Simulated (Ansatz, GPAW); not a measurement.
**CoO: programs and potentials compared**

```
CELL_PARAMETERS angstrom
1.50547 0.86918 2.43993
-1.50547 0.86918 2.43993
0.00000 -1.73837 2.43993
ATOMIC_POSITIONS crystal
O 0.50000 0.50000 0.50000
Co 0.00000 0.00000 0.00000
```

The cell is a database's computed one, not the measured one.

Alike in all runs: task single point; functional PBE; k mesh 11 × 11 × 11; occupations gaussian, width 0.1 eV; collinear spin, ferromagnetic start; no spin-orbit coupling. Pressure is positive in compression and, in plane waves, holds the error of the finite cutoff, which Ansatz's Pulay term estimates and takes out.

```csv
program and potentials,plane-wave cutoff (eV),notes,pressure (GPa),net moment per atom (μB)
"Ansatz, Ansatz PAW",420,11.5 valence electrons an atom on average; Pulay term of +0.74 GPa included,-0.06,1.46
"GPAW, GPAW PAW data sets (gpaw-data 1.2.1)",800,7.5 valence electrons an atom on average,0.51,1.46
"Ansatz, all-electron LAPW, scalar-relativistic",-,-,-0.13,1.45
```

The pressure spans -0.13 (Ansatz, all-electron LAPW, scalar-relativistic) to 0.51 GPa (GPAW, GPAW PAW data sets (gpaw-data 1.2.1)), with all-electron results at -0.13. The net moment per atom spans 1.45 (Ansatz, all-electron LAPW, scalar-relativistic) to 1.46 μB (GPAW, GPAW PAW data sets (gpaw-data 1.2.1)), with all-electron results at 1.45. The state is the one that the start led to, which needn't be the lowest.

The functional is the same throughout but for its coding, so the spread measures potentials, basis and numerics; runs on potential files found faulty are left out.
